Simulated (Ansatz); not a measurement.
**SrO: stationary points along a deformation path**

These are results of DFT PBE, scalar-relativistic, plane waves, PAW in Ansatz 0.2.0, not measurements. Cutoff 420 eV, Γ-centred 9×9×6 k-points, Gaussian smearing of 0.05 eV. No spin polarisation. Energies are free energies at this smearing, counted from the undisturbed cell; pressure is positive in compression.

The starting cell (as given, not relaxed at this level; it stands at 0.9 GPa; this form isn't the usual structure):

```yaml
crystal:
  lattice:
    - [4.27547, 0.00000, 0.00000]
    - [-2.13773, 3.70266, 0.00000]
    - [0.00000, 0.00000, 5.15559]
  atoms:
    - { symbol: Sr, position: [0.33333, 0.66667, 0.93813] }
    - { symbol: Sr, position: [0.66667, 0.33333, 0.43813] }
    - { symbol: O, position: [0.33333, 0.66667, 0.43687] }
    - { symbol: O, position: [0.66667, 0.33333, 0.93687] }
```

At fixed volume and fractional coordinates, lengths along (0.000, 0.000, 1.000) are scaled against those across it; ρ is that ratio over its starting value. V = 20.404 Å³/atom. Δσ is the stress along the axis less the mean stress across it (compression positive).

| ρ | ΔE (meV/atom) | Δσ (GPa) | space group |
| --- | --- | --- | --- |
| 0.850 | 154.2 | 25.40 | P6_3mc |
| 0.920 | 36.5 | 10.66 | P6_3mc |
| 1.000 | 0.0 | 0.30 | P6_3mc |
| 1.100 | 33.4 | -8.18 | P6_3mc |
| 1.200 | 119.0 | -15.01 | P6_3mc |

Q: How does the stress give the slope of the energy, and where is the energy stationary?

A: Along the path d ln(length) is 2/3 d ln ρ on the axis and −1/3 d ln ρ across it, so dE/d ln ρ = −(2/3) V Δσ: the energy falls with ρ where Δσ is positive. Δσ vanishes or changes sign between ρ = 1.000 and 1.100, a minimum (near 1.00 by linear interpolation). Pairs of stationary points between two samples would go unseen, and could change a minimum read from distant neighbours into a maximum.

Q: Integrate that slope from ρ = 1 to 0.850 by the trapezoid rule.

A: With V/N in Å³ and 1 eV/Å³ = 160.2 GPa the slopes at ρ = 1.000, 0.920, 0.850 are -25, -905, -2156 meV/atom per unit of ln ρ. The steps add 38.8 + 121.1 = 159.9 meV/atom, against 154.2 from the energies; the trapezoid rule misses the curvature of the slope within each step.

Forces appear on the atoms along this scan, and letting them relax would lower the energy and soften the response.

Cost: 5 runs of about 1.2 core-minutes in all, on Arm Neoverse N1 (shared hosts).